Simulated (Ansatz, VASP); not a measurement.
# NiO: VASP beside Ansatz

```
CELL_PARAMETERS angstrom
0.00000 2.08590 2.08590
2.08590 0.00000 2.08590
2.08590 2.08590 0.00000
ATOMIC_POSITIONS crystal
Ni 0.00000 0.00000 0.00000
O 0.50000 0.50000 0.50000
```

Alike in both runs: functional LDA; k mesh 11 × 11 × 11; occupations fermi-dirac, width 0.05 eV; collinear spin.

```csv
,VASP,Ansatz
version,VASP 6.6.1,Ansatz 0.2.0
potentials or method,"VASP PAW LDA potentials, release 64 (Ni, O)",Ansatz PAW
plane-wave cutoff (eV),520,420
valence electrons in the cell,16,24
task,single point,band structure
```

```tsv
	VASP	Ansatz	Ansatz less VASP
gap on the k mesh at the Fermi level (eV)	none	none	-
pressure (GPa)	-19.6	-19.8	-0.21
net moment per atom (μB)	0.12	0.15	+0.029
size of the moment on the site where the two differ most (μB)	0.20	0.25	+0.043
```

Site moments also hang on the region over which each program counts them. A gap of «none» marks a metal or a gap that the smearing closes. The two sets of potentials don't hold the same shells in valence.

Caveats: so large a pressure means that the cell lies far from this level's equilibrium, or that cutoff or potentials fall short; semilocal functionals often make such compounds metallic where correlation or magnetic order opens a gap, which also shifts bond lengths; the pressure holds a Pulay correction of +0.9 GPa for the finite cutoff (Ansatz); the PAW data sets come from PBE, with cores solved anew for the run's functional, which leaves a small shift of forces and pressure (Ansatz).
